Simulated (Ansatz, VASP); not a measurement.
# Two plane-wave programs on KF

```
CELL_PARAMETERS angstrom
0.00000 2.76838 2.76838
2.76838 0.00000 2.76838
2.76838 2.76838 0.00000
ATOMIC_POSITIONS crystal
K 0.00000 0.00000 0.00000
F 0.50000 0.50000 0.50000
```

Alike in both runs: task single point; functional PBE; k mesh 8 × 8 × 8; occupations gaussian, width 0.02 eV; no spin polarisation.

```csv
,VASP,Ansatz
version,VASP 6.6.1,Ansatz 0.2.0
potentials or method,"VASP PAW PBE potentials, release 64 (K_sv, F)","scalar-relativistic, plane waves, PAW"
plane-wave cutoff (eV),520,420
valence electrons in the cell,16,16
```

```tsv
	VASP	Ansatz	Ansatz less VASP
gap on the k mesh at the Fermi level (eV)	5.64	5.66	+0.015
least direct gap on the mesh (eV)	5.64	5.66	+0.015
pressure (GPa)	-1.6	-1.6	+0.02
```

With one functional, cell and mesh, what is left measures potentials, basis and numerics.

A k mesh can miss the band edges.
